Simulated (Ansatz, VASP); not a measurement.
# Two plane-wave programs on KBr

Contents of INCAR:

```
PREC = Accurate
ENCUT = 520
EDIFF = 1E-6
ISMEAR = -1
SIGMA = 0.02
LREAL = F
LASPH = T
NELM = 100
ALGO = Normal
ISIF = 2
LWAVE = F
LCHARG = F
GGA = PE
NBANDS = 15
```

The input KPOINTS:

```
regular mesh
0
Gamma
  6 6 6
```

File POSCAR:

```
KBr
1.0
    0.0000000000      3.1087360978      3.3488431232
    3.1087360978      0.0000000000      3.3488431232
    3.1087360978      3.1087360978      0.0000000000
K Br
1 1
Direct
    0.0000000000      0.0000000000      0.0000000000
    0.5000000000      0.5000000000      0.5000000000
```

Input for Ansatz:

```yaml
crystal:
  lattice:
    - [0.0, 3.1087360978, 3.3488431232]
    - [3.1087360978, 0.0, 3.3488431232]
    - [3.1087360978, 3.1087360978, 0.0]
  atoms:
    - { symbol: K, position: [0.0, 0.0, 0.0] }
    - { symbol: Br, position: [0.5, 0.5, 0.5] }
kpoints:
  mp_grid: { grid: [6, 6, 6] }
  band_path:
    path:
      - [0.0, 0.0, 0.0]
      - [0.5, 0.0, 0.5]
      - [0.625, 0.25, 0.625]
      - [0.375, 0.375, 0.75]
      - [0.5, 0.5, 0.5]
      - [0.5, 0.25, 0.75]
    npoints: 1
hamiltonian:
  xc: pbe
scf:
  occupations: { method: fermi_dirac, width: 0.02 }
  n_extra_bands: 4
output:
  forces: true
  stress: true
  eigenvalues: true
```

Change from the starting cell: epitaxial_xy strain -5.9%.

Alike in both runs: task single point; functional PBE; k mesh 6 × 6 × 6; occupations fermi-dirac, width 0.02 eV; no spin polarisation.

```csv
,VASP,Ansatz
version,VASP 6.6.1,Ansatz 0.2.0
potentials or method,"VASP PAW PBE potentials, release 64 (K_sv, Br)","plane waves, PAW"
plane-wave cutoff (eV),520,420
valence electrons in the cell,16,16
```

|  | VASP | Ansatz | Ansatz less VASP |
| --- | --- | --- | --- |
| gap on the k mesh at the Fermi level (eV) | 4.68 | 4.68 | +0.002 |
| pressure (GPa) | 3.4 | 3.3 | -0.07 |
| largest component of the traceless stress (GPa) | 2.47 | 2.43 | -0.039 |

The functional is the same, so the differences come from potentials, cutoffs and numerics.
